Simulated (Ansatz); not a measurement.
Base system: ZrO$_{2}$ (space group P2_1/c, No. 14).

```yaml
crystal:
  lattice:
    - [5.18930, 0.00000, 0.00000]
    - [0.00000, 5.24180, 0.00000]
    - [-0.90344, 0.00000, 5.30261]
  atoms:
    - { symbol: Zr, position: [0.27571, 0.04384, 0.21016] }
    - { symbol: Zr, position: [0.72429, 0.54384, 0.28984] }
    - { symbol: Zr, position: [0.72429, 0.95616, 0.78984] }
    - { symbol: Zr, position: [0.27571, 0.45616, 0.71016] }
    - { symbol: O, position: [0.06488, 0.32613, 0.35022] }
    - { symbol: O, position: [0.93512, 0.82613, 0.14978] }
    - { symbol: O, position: [0.93512, 0.67387, 0.64978] }
    - { symbol: O, position: [0.06488, 0.17387, 0.85022] }
    - { symbol: O, position: [0.45109, 0.75674, 0.47528] }
    - { symbol: O, position: [0.54891, 0.25674, 0.02472] }
    - { symbol: O, position: [0.54891, 0.24326, 0.52472] }
    - { symbol: O, position: [0.45109, 0.74326, 0.97528] }
```

Cartesian axes are those of the cell as printed.

Method: PBE (Ansatz, an electronic-structure program), no spin-orbit coupling, earlier PAW set.

One thing is altered: the cell is stretched by 5.92 % along z with no lateral relaxation; the atoms relax in the strained cell.

Task: Predict the stress tensor and what it implies for the stiffness.

Result: Stress of the strained cell less that of the base (GPa, compression positive):
```
  -4.28    0.00    0.39
   0.00   -5.43    0.00
   0.39    0.00  -12.52
```

Then −Δσ_ii/ε with ε = 0.0592 gives secant stiffness values (nonlinear terms included at this strain): C33 ≈ 212 GPa, C13 ≈ 72 GPa and C23 ≈ 92 GPa.

As a check, the harmonic strain energy −½ V₀ Δσ:ε is 28 meV/atom; the computed energy rise is 32 meV/atom.

Whether these cells are dynamically stable was not tested.
